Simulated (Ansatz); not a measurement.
One atom moved along a line in AlN

Theory: DFT PBE, scalar-relativistic, plane waves, PAW in Ansatz 0.2.0. Settings: plane waves to 420 eV, k-mesh 12×12×6 (Γ-centred), Gaussian smearing 0.05 eV. No spin polarisation. Energies are free energies at this smearing, counted from the undisturbed cell; pressure is positive in compression.

Zero of the scan (as given, not relaxed at this level; it stands at 4.0 GPa):

```
CELL_PARAMETERS angstrom
3.11100 0.00000 0.00000
-1.55550 2.69421 0.00000
0.00000 0.00000 4.97800
ATOMIC_POSITIONS crystal
Al 0.33333 0.66667 0.00000
Al 0.66667 0.33333 0.50000
N 0.33333 0.66667 0.38500
N 0.66667 0.33333 0.88500
```

Atom 3 (N) is moved by x along the Cartesian unit vector (-0.825, -0.476, 0.304); the cell and all other atoms stay fixed.

| x (Å) | ΔE (meV/cell) |
| --- | --- |
| -0.2000 | 237.0 |
| -0.1600 | 159.3 |
| -0.1200 | 93.6 |
| -0.0800 | 42.8 |
| -0.0400 | 10.3 |
| 0.0000 | 0.0 |
| 0.0800 | 64.0 |
| 0.1200 | 149.1 |
| 0.1600 | 278.2 |
| 0.2000 | 459.1 |

Task: Predict the pressure (GPa) at each point.

Result:
| x (Å) | pressure (GPa) |
| --- | --- |
| -0.2000 | 6.1 |
| -0.1600 | 5.4 |
| -0.1200 | 4.9 |
| -0.0800 | 4.4 |
| -0.0400 | 4.2 |
| 0.0000 | 4.0 |
| 0.0800 | 4.5 |
| 0.1200 | 5.2 |
| 0.1600 | 6.2 |
| 0.2000 | 7.7 |